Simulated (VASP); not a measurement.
ZnS in VASP 6.6.1, single-point calculation

INCAR

```
ISIF = 2
LREAL = .FALSE.
LWAVE = .FALSE.
PREC = Accurate
IBRION = -1
NBANDS = 16
EDIFF = 1E-7
ISMEAR = -1
AMIX = 0.1
NELM = 120
GGA = PE
LASPH = .TRUE.
NSW = 0
ENCUT = 520
IVDW = 11
LCHARG = .FALSE.
SIGMA = 0.02
```

KPOINTS

```
KPOINTS created by Atomic Simulation Environment
0
Gamma
8 8 8
0 0 0
```

POSCAR

```
Zn S
 1.0000000000000000
     0.0592605148000000    2.6994646297000000    2.6994646297000000
     2.6994646297000000    0.0592605148000000    2.6994646297000000
     2.6994646297000000    2.6994646297000000    0.0592605148000000
 Zn  S
   1   1
Cartesian
  0.0111027799078789  0.0111027799078789  0.0111027799078789
  1.3534446636421211  1.3534446636421211  1.3534446636421211
```

The recommended PBE PAW datasets give the neutral cell 18 valence electrons.

Command

```
mpirun -np 1 vasp_std
```

OSZICAR

```
N       E                     dE             d eps       ncg     rms          rms(c)
DAV:   1     0.879971410723E+02    0.87997E+02   -0.90654E+03  2104   0.137E+03
DAV:   2    -0.163687870654E+01   -0.89634E+02   -0.83792E+02  2328   0.258E+02
DAV:   3    -0.718556911705E+01   -0.55487E+01   -0.55258E+01  2640   0.630E+01
DAV:   4    -0.724138086727E+01   -0.55812E-01   -0.55802E-01  2488   0.648E+00
DAV:   5    -0.724203199638E+01   -0.65113E-03   -0.65112E-03  2672   0.680E-01    0.736E+00
DAV:   6    -0.705632985952E+01    0.18570E+00   -0.62484E-02  3136   0.880E+00    0.690E+00
DAV:   7    -0.681420295526E+01    0.24213E+00   -0.70463E-01  3216   0.266E+01    0.511E+00
DAV:   8    -0.681367786500E+01    0.52509E-03   -0.22446E-01  2512   0.723E+00    0.218E+00
DAV:   9    -0.681490295218E+01   -0.12251E-02   -0.15727E-02  2864   0.326E+00    0.922E-01
DAV:  10    -0.681027849868E+01    0.46245E-02   -0.20765E-02  2720   0.357E+00    0.180E-01
DAV:  11    -0.681016104742E+01    0.11745E-03   -0.12868E-03  2496   0.273E-01    0.559E-02
DAV:  12    -0.681016263536E+01   -0.15879E-05   -0.41053E-05  2632   0.489E-02    0.574E-02
DAV:  13    -0.681016558885E+01   -0.29535E-05   -0.37763E-06  2752   0.708E-02    0.590E-02
DAV:  14    -0.681021787113E+01   -0.52282E-04   -0.60035E-05  2448   0.649E-02    0.722E-02
DAV:  15    -0.681021616555E+01    0.17056E-05   -0.52484E-06  2448   0.472E-02    0.523E-02
DAV:  16    -0.681021661272E+01   -0.44716E-06   -0.69297E-07  3088   0.109E-02    0.435E-02
DAV:  17    -0.681021538039E+01    0.12323E-05   -0.18930E-06  3248   0.201E-02    0.346E-02
DAV:  18    -0.681021520361E+01    0.17678E-06   -0.39118E-07  2480   0.694E-03    0.264E-02
DAV:  19    -0.681021496600E+01    0.23761E-06   -0.98996E-08  2128   0.245E-03    0.181E-02
DAV:  20    -0.681021477387E+01    0.19214E-06   -0.11065E-07  1808   0.246E-03    0.110E-02
DAV:  21    -0.681021472668E+01    0.47184E-07   -0.29621E-08  1088   0.152E-03
   1 F= -.73686524E+01 E0= -.73686524E+01  d E =-.265077E-10
```

From OUTCAR

```
k-points           NKPTS =     65   k-points in BZ     NKDIM =     65   number of bands    NBANDS=     16

   NELECT =      18.0000    total number of electrons

   dimension x,y,z NGX =    28 NGY =   28 NGZ =   28
   dimension x,y,z NGXF=    56 NGYF=   56 NGZF=   56

  energy-cutoff  :      520.00
  volume of cell :       38.05
      direct lattice vectors                 reciprocal lattice vectors
     0.059260515  2.699464630  2.699464630    -0.191435421  0.187323173  0.187323173
     2.699464630  0.059260515  2.699464630     0.187323173 -0.191435421  0.187323173
     2.699464630  2.699464630  0.059260515     0.187323173  0.187323173 -0.191435421

 k-points in reciprocal lattice and weights: KPOINTS created by Atomic Simulation Env
   0.00000000  0.00000000  0.00000000       0.002
   0.12500000 -0.00000000 -0.00000000       0.012
   0.25000000 -0.00000000 -0.00000000       0.012
   0.37500000  0.00000000  0.00000000       0.012
   0.50000000 -0.00000000 -0.00000000       0.006
   0.12500000  0.12500000 -0.00000000       0.012
   0.25000000  0.12500000 -0.00000000       0.023
   0.37500000  0.12500000  0.00000000       0.023
   ...

 E-fermi :   2.8894

 k-point     1 :       0.0000    0.0000    0.0000
  band No.  band energies     occupation
      1     -10.9444      2.00000
      2      -4.0545      2.00000
      3      -4.0265      2.00000
      4      -4.0265      2.00000
      5      -3.4958      2.00000
      6      -3.4958      2.00000
      7       2.3201      2.00000
      8       2.5180      2.00000
      9       2.5180      2.00000
     10       4.7018      0.00000
     11       8.5628      0.00000
     12       8.9788      0.00000
     13       8.9788      0.00000
     14      14.2622      0.00000
     15      14.2622      0.00000
     16      14.5352      0.00000

 k-point     2 :       0.1250   -0.0000   -0.0000
  band No.  band energies     occupation
      1     -10.8174      2.00000
      2      -4.0405      2.00000
      3      -4.0189      2.00000
      4      -4.0049      2.00000
      5      -3.4990      2.00000
      6      -3.4968      2.00000
      7       1.3601      2.00000
      8       2.1860      2.00000
      9       2.3574      2.00000
     10       5.4896      0.00000
     11       8.8118      0.00000
     12       8.9278      0.00000
     13       9.2304      0.00000
     14      13.5663      0.00000
     15      13.6906      0.00000
     16      15.3095      0.00000

 k-point     3 :       0.2500   -0.0000   -0.0000
  band No.  band energies     occupation
      1     -10.4842      2.00000
      2      -4.0015      2.00000
      3      -3.9652      2.00000
      4      -3.9588      2.00000
      5      -3.4982      2.00000
      6      -3.4904      2.00000
      7      -0.4170      2.00000
      8       1.8382      2.00000
      9       2.0097      2.00000
     10       5.9620      0.00000
     11       9.2594      0.00000
     12       9.5444      0.00000
     13       9.6116      0.00000
     14      13.2598      0.00000
     15      13.5979      0.00000
     16      14.7135      0.00000

 ...

  Total       0.50383     0.50383     0.50383    -0.27871    -0.27871    -0.27871
  in kB      21.21638    21.21638    21.21638   -11.73663   -11.73663   -11.73663
  external pressure =       21.22 kB  Pullay stress =        0.00 kB

 POSITION                                       TOTAL-FORCE (eV/Angst)
 -----------------------------------------------------------------------------------
      0.01110      0.01110      0.01110         0.008915      0.008915      0.008915
      1.35344      1.35344      1.35344        -0.008915     -0.008915     -0.008915
 -----------------------------------------------------------------------------------
    total drift:                                0.000002      0.000002      0.000003

  FREE ENERGIE OF THE ION-ELECTRON SYSTEM (eV)
  ---------------------------------------------------
  free  energy   TOTEN  =        -7.3686524382 eV

  energy  without entropy=       -7.3686524382  energy(sigma->0) =       -7.36865244
```

It converged. Results: gap between bands v and c on the k mesh 2.18 eV; least direct gap on the k mesh 2.18 eV; pressure 2.1 GPa. Band v is the last that the valence electrons fill when counted band by band, and c is the next.

For comparison, a separate PBE run of the intended cell, on usual settings and not on those above, gives a gap of 2.18 eV on its mesh and a pressure of 4.8 GPa.

The run above took about 39 s on one core of a shared host (Intel Xeon Platinum 8488C) and held 0.18 GiB at most.
